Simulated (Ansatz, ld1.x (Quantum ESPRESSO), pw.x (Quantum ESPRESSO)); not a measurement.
**pw.x on bcc Sc: one setting changed**

Potential: norm-conserving RRKJ (Kleinman–Bylander form), ld1.x (Quantum ESPRESSO) 7.5, PBE; core [Ar], reference 3d1 4s0 4p0; waves: 4p (bound, empty): rc 3.50 bohr; 3d (bound): rc 1.45 bohr; 4s (bound, empty): rc 2.30 bohr; local part: the s channel; core correction: a·sin(br)/r model core, default radius (core density twice the valence density).

The reference run (k-mesh 13³, cutoffs 85/340 Ry, Fermi–Dirac 0.01 Ry, mixing_beta 0.4, conv_thr 1e-9, no spin) gives -0.77 GPa at 25.013 Å³/atom, where all-electron LAPW gives 0.01 GPa. This run, with its own iteration cap, changes diagonalization to cg.

```
&control
  calculation='scf', prefix='x', pseudo_dir='./', outdir='./tmp', tstress=.true., disk_io='none'
/
&system
  ibrav=0, nat=1, ntyp=1, ecutwfc=85, ecutrho=340, nbnd=8,
  occupations='smearing', smearing='fd', degauss=0.01
/
&electrons
  conv_thr=1e-09, mixing_beta=0.4, electron_maxstep=60, diagonalization='cg'
/
ATOMIC_SPECIES
Sc 1.0 Sc.UPF
CELL_PARAMETERS angstrom
  -1.84233498 1.84233498 1.84233498
  1.84233498 -1.84233498 1.84233498
  1.84233498 1.84233498 -1.84233498
ATOMIC_POSITIONS crystal
Sc 0.0000 0.0000 0.0000
K_POINTS automatic
13 13 13 0 0 0
```

```bash
pw.x < Sc.scf.in > Sc.scf.out
```

How does the run end?

It converges in 25 iterations; the free energy moves by +0.0 meV/atom and the pressure by +0.00 GPa. The result is that of the reference run.

```
Message from routine setup:
     using ibrav=0 with symmetry is DISCOURAGED, use correct ibrav instead
     lattice parameter (alat)  =       6.0301  a.u.
     unit-cell volume          =     168.7961 (a.u.)^3
     number of electrons       =         3.00
     number of Kohn-Sham states=            8
     kinetic-energy cutoff     =      85.0000  Ry
     charge density cutoff     =     340.0000  Ry
     scf convergence threshold =      1.0E-09
     Exchange-correlation= PBE
     number of k points=    84  Fermi-Dirac smearing, width (Ry)=  0.0100
     iteration #  1     ecut=    85.00 Ry     beta= 0.40
     total energy              =      -4.39486213 Ry
     estimated scf accuracy    <       1.55030049 Ry
     iteration #  2     ecut=    85.00 Ry     beta= 0.40
     total energy              =      -4.10965270 Ry
     estimated scf accuracy    <       0.48817456 Ry
     iteration #  3     ecut=    85.00 Ry     beta= 0.40
     total energy              =      -4.22009432 Ry
     estimated scf accuracy    <       0.06703683 Ry
     iteration #  4     ecut=    85.00 Ry     beta= 0.40
     total energy              =      -4.24066971 Ry
     estimated scf accuracy    <       0.04980794 Ry
     iteration #  5     ecut=    85.00 Ry     beta= 0.40
     total energy              =      -4.26207127 Ry
     estimated scf accuracy    <       0.07907544 Ry
     iteration #  6     ecut=    85.00 Ry     beta= 0.40
     total energy              =      -4.21488517 Ry
     estimated scf accuracy    <       0.14541443 Ry
     [... 13 iterations left out ...]
     iteration # 20     ecut=    85.00 Ry     beta= 0.40
     total energy              =      -4.21749721 Ry
     estimated scf accuracy    <       0.00000224 Ry
     iteration # 21     ecut=    85.00 Ry     beta= 0.40
     total energy              =      -4.21749766 Ry
     estimated scf accuracy    <          1.1E-09 Ry
     iteration # 22     ecut=    85.00 Ry     beta= 0.40
     total energy              =      -4.21749767 Ry
     estimated scf accuracy    <       0.00000003 Ry
     iteration # 23     ecut=    85.00 Ry     beta= 0.40
     total energy              =      -4.21749766 Ry
     estimated scf accuracy    <       0.00000002 Ry
     iteration # 24     ecut=    85.00 Ry     beta= 0.40
     total energy              =      -4.21749766 Ry
     estimated scf accuracy    <          2.2E-09 Ry
     iteration # 25     ecut=    85.00 Ry     beta= 0.40
     the Fermi energy is     4.9992 ev
!    total energy              =      -4.21749766 Ry
     estimated scf accuracy    <          8.6E-12 Ry
     smearing contrib. (-TS)   =      -0.00916860 Ry
     The total energy is F=E-TS. E is the sum of the following terms:
     one-electron contribution =       2.78901004 Ry
     hartree contribution      =       0.03462850 Ry
     xc contribution           =      -2.32810136 Ry
     ewald contribution        =      -4.70386625 Ry
     convergence has been achieved in  25 iterations
          total   stress  (Ry/bohr**3)                   (kbar)     P=       -7.70
     Message from routine punch:
     Nothing written, as per user request (disk_io='none')
```

The run took about 37 s on one core of a shared host (Intel(R) Xeon(R) Platinum 8488C, 192 threads, 1488 GiB, load 123).
